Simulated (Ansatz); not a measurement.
## Ge under changes of volume

One of the cells (18.253 Å³/atom); the others are scaled copies at fixed shape and fractional positions:

```
Ge
1.0
     1.48805   -2.59469    0.00000
     1.48805    2.59469    0.00000
     0.00000    0.00000    4.72760
Ge
2
Direct
  0.33345 0.66655 0.25000
  0.66655 0.33345 0.75000
```

This isn't the form of Ge at room conditions, which is diamond.

```yaml
Program: Ansatz 0.2.0
Functional: PBEsol
Potentials_or_basis: all-electron LAPW, scalar-relativistic
Cutoff: 217 eV (chosen from the basis error)
Basis_error_allowed: 0.0005 eV/atom
k_mesh: 10 × 10 × 6
Occupations: fermi-dirac, width 0.05 eV
Spin: no spin polarisation
```

```csv
volume (Å³/atom),energy over the lowest point (meV/atom),pressure (GPa),largest force (eV/Å)
17.158,21.88,6.1,0.003
17.523,?,?,?
17.888,3.13,2.2,0.001
18.253,0.00,0.5,0.001
18.618,0.48,-1.0,0.000
18.984,4.22,-2.3,0.001
19.349,10.88,-3.5,0.001
```

**Question.** What does the run at 17.523 Å³/atom give?

**Answer.** Energy over the lowest point 10.28 meV/atom; pressure 4.0 GPa; largest force 0.002 eV/Å.

Worked out: A Birch-Murnaghan fit of order 3 (a polynomial in V^(-2/3)) to the other rows has its minimum at 18.38 Å³/atom with B0 = V·E''(V) = 77 GPa and B' = 4.3 at fixed shape and positions, which overstates the stiffness. It gives 10.27 meV/atom at 17.523 Å³/atom, against the run's 10.28, and -dE/dV = 4.1 GPa, against 4.0.

Energies are extrapolated to zero smearing.
